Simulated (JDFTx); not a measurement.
Crystal: Zr.

```
Zr
1.0
    -1.81000    1.81000    1.81000
     1.81000   -1.81000    1.81000
     1.81000    1.81000   -1.81000
Zr
1
Direct
  0.00000 0.00000 0.00000
```

This isn't the form of Zr at room conditions, which is hcp.

| Quantity | Value |
| --- | --- |
| Program | JDFTx 1.7.0 (patched build) |
| Task | relaxation of cell and atoms |
| Functional | PBE |
| Potentials or basis | Ansatz-NC-SR-PBE with smoothed tails |
| Cutoff | 898 eV |
| Density cutoff | 3592 eV |
| k mesh | 10 × 10 × 10 |
| Occupations | fermi-dirac, width 0.05 eV |
| Spin | no spin polarisation |

At the start: pressure -3.4 GPa; volume 23.72 Å³/atom.

Question: Where does the relaxation end?

Answer: Over 5 steps the energy falls by 10.6 meV/atom and the volume is 22.74 Å³/atom (-4.1 %); space group Im-3m (No. 229, to 0.05 Å).

Step by step:
```
step  energy change (eV)  largest force (eV/Å)  pressure (GPa)  volume (Å³)
   1              0.0000                0.0000           -3.36        23.72
   2             -0.0026                0.0000           -2.94        23.59
   3             -0.0106                0.0000           -0.03        22.74
   4             -0.0106                0.0000            0.00        22.74
   5             -0.0106                0.0000            0.00        22.74
```

Final structure:
```
Zr
1.0
    -1.78466    1.78466    1.78466
     1.78466   -1.78466    1.78466
     1.78466    1.78466   -1.78466
Zr
1
Direct
  0.00000 0.00000 0.00000
```
